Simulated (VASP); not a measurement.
# Cu in VASP: relaxation of the atoms with LDA

Aim: the relaxation of the atoms of Cu with LDA.

Everything below comes from runs of VASP 6.6.1. Logs are shortened: lines on timing, memory, paths and dates and some standing lists are left out, and cuts for length are marked.

## 1. Starting point

The cell holds a slab with vacuum, 11 atoms: a = 3.523 Å, b = 2.491 Å, c = 27.456 Å, α = 90.00°, β = 90.00°, γ = 90.00°.

The cell was built by a generator and needn't be a form met in nature.

## 2. Relaxation of the atoms, LDA

INCAR reads:

```
SYSTEM = Cu
PREC = Accurate
ENCUT = 520
EDIFF = 1E-6
ISMEAR = 1
SIGMA = 0.2
LREAL = .FALSE.
LASPH = .TRUE.
NELM = 100
ALGO = Fast
ISIF = 2
LWAVE = .FALSE.
LCHARG = .FALSE.
GGA = CA
IBRION = 2
NSW = 40
EDIFFG = -0.02
KPAR = 8
```

KPOINTS reads:

```
regular mesh
0
G
  12 18 1
  0 0 0
```

POSCAR reads:

```
Cu
1.0
    3.5230000000      0.0000000000      0.0000000000
    0.0000000000      2.4911371901      0.0000000000
    0.0000000000      0.0000000000     27.4556859506
Cu
11
Direct
    0.0000000000      0.0000000000      0.2731674602
    0.5000000000      0.5000000000      0.3185339682
    0.0000000000      0.0000000000      0.3639004761
    0.5000000000      0.5000000000      0.4092669841
    0.0000000000      0.0000000000      0.4546334920
    0.5000000000      0.5000000000      0.5000000000
    0.0000000000      0.0000000000      0.5453665080
    0.5000000000      0.5000000000      0.5907330159
    0.0000000000      0.0000000000      0.6360995239
    0.5000000000      0.5000000000      0.6814660318
    0.0000000000      0.0000000000      0.7268325398
```

Potentials or basis: VASP PAW LDA potentials, release 64 (Cu).

Started as:

```
$ cat potpaw_LDA.64/Cu/POTCAR > POTCAR
$ mpirun -np 8 vasp_std > vasp.out
```

OUTCAR:

```text
SYSTEM = Cu
   PREC = Accurate
   ENCUT = 520
   EDIFF = 1E-6
   ISMEAR = 1
   LREAL = .FALSE.
   LASPH = .TRUE.
   NELM = 100
   ISIF = 2
   GGA = CA
   IBRION = 2
   NSW = 40
   EDIFFG = -0.02

 ion  position               nearest neighbor table
   1  0.000  0.000  0.273-   3 2.49   2 2.49   2 2.49   2 2.49   2 2.49
   2  0.500  0.500  0.319-   3 2.49   3 2.49   3 2.49   3 2.49   4 2.49   1 2.49   1 2.49   1 2.49
                             1 2.49
   3  0.000  0.000  0.364-   2 2.49   2 2.49   2 2.49   2 2.49   5 2.49   1 2.49   4 2.49   4 2.49
                             4 2.49   4 2.49
   4  0.500  0.500  0.409-   5 2.49   5 2.49   5 2.49   5 2.49   6 2.49   2 2.49   3 2.49   3 2.49
                             3 2.49   3 2.49
   5  0.000  0.000  0.455-   4 2.49   4 2.49   4 2.49   4 2.49   3 2.49   6 2.49   6 2.49   6 2.49
                             6 2.49   7 2.49
   6  0.500  0.500  0.500-   4 2.49   8 2.49   7 2.49   5 2.49   5 2.49   7 2.49   5 2.49   7 2.49
                             5 2.49   7 2.49
   7  0.000  0.000  0.545-   8 2.49   8 2.49   8 2.49   8 2.49   9 2.49   6 2.49   6 2.49   6 2.49
                             6 2.49   5 2.49
   8  0.500  0.500  0.591-   7 2.49   7 2.49   7 2.49   7 2.49  10 2.49   6 2.49   9 2.49   9 2.49
                             9 2.49   9 2.49
   9  0.000  0.000  0.636-  10 2.49  10 2.49  10 2.49  10 2.49  11 2.49   7 2.49   8 2.49   8 2.49
                             8 2.49   8 2.49
  10  0.500  0.500  0.681-   9 2.49   9 2.49   9 2.49   9 2.49   8 2.49  11 2.49  11 2.49  11 2.49
                            11 2.49
  11  0.000  0.000  0.727-   9 2.49  10 2.49  10 2.49  10 2.49  10 2.49

  LATTYP: Found a simple orthorhombic cell.
 ALAT       =     2.4911371901
 B/A-ratio  =     1.4142135624
 C/A-ratio  =    11.0213464195

  Lattice vectors:

 A1 = (   0.0000000000,  -2.4911371901,   0.0000000000)
 A2 = (   3.5230000000,   0.0000000000,   0.0000000000)
 A3 = (   0.0000000000,   0.0000000000,  27.4556859506)

Analysis of symmetry for initial positions (statically):
=====================================================================
 Subroutine PRICEL returns:
 Original cell was already a primitive cell.

 Routine SETGRP: Setting up the symmetry group for a
 simple orthorhombic supercell.

 Subroutine GETGRP returns: Found  8 space group operations
 (whereof  8 operations were pure point group operations)
 out of a pool of  8 trial point group operations.

The static configuration has the point symmetry D_2h.

Analysis of symmetry for dynamics (positions and initial velocities):
=====================================================================
 Subroutine PRICEL returns:
 Original cell was already a primitive cell.

 Routine SETGRP: Setting up the symmetry group for a
 simple orthorhombic supercell.
[... 153 lines left out ...]
   LRPA    =     F    only Hartree local field effects (RPA)
 conjugate gradient relaxation of ions
 non-spin polarized calculation
 RMM-DIIS sequential band-by-band and
 Methfessel and Paxton  Order N= 1 SIGMA  =   0.20
  energy-cutoff  :      520.00
  volume of cell :      240.96
 maximum number of plane-waves:      6550
 NGX is ok and might be reduce to    28
   NGX = 13   NGY =  9   NGZ =103

--------------------------------------- Ionic step        1  -------------------------------------------

 number of electron     121.0000069 magnetization

 Free energy of the ion-electron system (eV)
  ---------------------------------------------------
  ext. energy  EPLUGINS =         0.00000000
  ---------------------------------------------------
  free energy    TOTEN  =       -49.46230936 eV

  energy without entropy =      -49.47059987  energy(sigma->0) =      -49.46507286

------------------------ aborting loop because EDIFF is reached ----------------------------------------

  FORCE on cell =-STRESS in cart. coord.  units (eV):
  Direction    XX          YY          ZZ          XY          YZ          ZX
  --------------------------------------------------------------------------------------
  -------------------------------------------------------------------------------------
  Total       -3.1242129     -2.4169648     -1.9959421      0.0000000      0.0000000      0.0000000
  in kB      -20.7734491    -16.0708305    -13.2713752      0.0000000      0.0000000      0.0000000
  external PRESSURE =     -16.7052183 kB  Pullay stress =       0.0000000 kB
[... 116 lines left out ...]
  FREE ENERGIE OF THE ION-ELECTRON SYSTEM (eV)
  ---------------------------------------------------
  free  energy   TOTEN  =       -49.5231007095 eV

  energy  without entropy=      -49.5313689073  energy(sigma->0) =      -49.52585678

[... ionic steps 4 to 12 ...]

--------------------------------------- Ionic step       13  -------------------------------------------

 number of electron     121.0000071 magnetization

------------------------ aborting loop because EDIFF is reached ----------------------------------------
[... 85 lines left out ...]
--------------------------------------- Ionic step       15  -------------------------------------------

 number of electron     121.0000069 magnetization

 Free energy of the ion-electron system (eV)
  ---------------------------------------------------
  ext. energy  EPLUGINS =         0.00000000
  ---------------------------------------------------
  free energy    TOTEN  =       -49.52826096 eV

  energy without entropy =      -49.53710298  energy(sigma->0) =      -49.53120830

 E-fermi :   1.8603     XC(G=0):  -7.5014

 val. band max:        1.8574931711   @ k =   0.0000   0.5000   0.0000
 cond. band min:       1.8727595002   @ k =   0.1667   0.5000   0.0000
 fundamental gap:      0.0152663291
 Fermi energy:         1.8603123171

 k-point     1 :       0.0000    0.0000    0.0000
  band No.  band energies     occupation
      1      -7.9405      2.00000
      2      -7.3768      2.00000
      3      -6.4947      2.00000
      4      -5.3788      2.00000
      5      -4.1614      2.00000
      6      -3.4637      2.00000
[... 1789 lines left out ...]
     71       7.9505      0.00000
     72       8.9309      0.00000

 [... further k-points ...]

------------------------ aborting loop because EDIFF is reached ----------------------------------------

  FORCE on cell =-STRESS in cart. coord.  units (eV):
  Direction    XX          YY          ZZ          XY          YZ          ZX
  --------------------------------------------------------------------------------------
  -------------------------------------------------------------------------------------
  Total       -1.5037491     -1.5473469     -0.1243259      0.0000000      0.0000000      0.0000000
  in kB       -9.9986961    -10.2885857     -0.8266650      0.0000000      0.0000000      0.0000000
  external PRESSURE =      -7.0379823 kB  Pullay stress =       0.0000000 kB
[... 26 lines left out ...]
  FREE ENERGIE OF THE ION-ELECTRON SYSTEM (eV)
  ---------------------------------------------------
  free  energy   TOTEN  =       -49.5282609556 eV

  energy  without entropy=      -49.5371029797  energy(sigma->0) =      -49.53120830

 reached required accuracy - stopping structural energy minimisation
```

Run time: 18 min. Hardware: 8 MPI ranks of Intel Xeon 6975P-C (Granite Rapids), shared host; peak memory 0.83 GiB.

What came out:

```yaml
Free_energy: -49.5283 eV
Energy_gained_by_relaxing: 6.0 meV/atom
Ionic_steps: 15
Largest_force_after_relaxing: 0.007 eV/Å
Band_gap_on_the_k_mesh: none (metal or under the smearing width)
```

Forces on the atoms (eV/Å):
```
Cu   0.000  0.000  0.006
Cu   0.000  0.000  0.000
Cu   0.000  0.000 -0.001
Cu   0.000  0.000 -0.006
Cu   0.000  0.000  0.007
Cu   0.000  0.000  0.000
Cu   0.000  0.000 -0.007
Cu   0.000  0.000  0.006
Cu   0.000  0.000  0.001
Cu   0.000  0.000  0.000
Cu   0.000  0.000 -0.006
```

The path:
```csv
step,energy change (eV),largest force (eV/Å),pressure (GPa)
1,0.0000,0.5300,-1.67
2,-0.0374,0.3567,-1.51
3,-0.0608,0.1012,-1.16
4,-0.0608,0.1034,-1.12
5,-0.0630,0.0415,-1.08
6,-0.0636,0.0435,-1.02
7,-0.0636,0.0420,-1.07
8,-0.0636,0.0431,-1.04
9,-0.0641,0.0311,-0.97
10,-0.0647,0.0475,-0.86
11,-0.0651,0.0363,-0.84
12,-0.0656,0.0204,-0.80
13,-0.0657,0.0507,-0.71
14,-0.0658,0.0379,-0.75
15,-0.0660,0.0074,-0.70
```

Final structure:
```
Cu
1.0
     3.52300    0.00000    0.00000
     0.00000    2.49114    0.00000
     0.00000    0.00000   27.45569
Cu
11
Direct
  0.00000 0.00000 0.27682
  0.50000 0.50000 0.31758
  0.00000 0.00000 0.36465
  0.50000 0.50000 0.40945
  0.00000 0.00000 0.45475
  0.50000 0.50000 0.50000
  0.00000 0.00000 0.54525
  0.50000 0.50000 0.59055
  0.00000 0.00000 0.63535
  0.50000 0.50000 0.68242
  0.00000 0.00000 0.72318
```
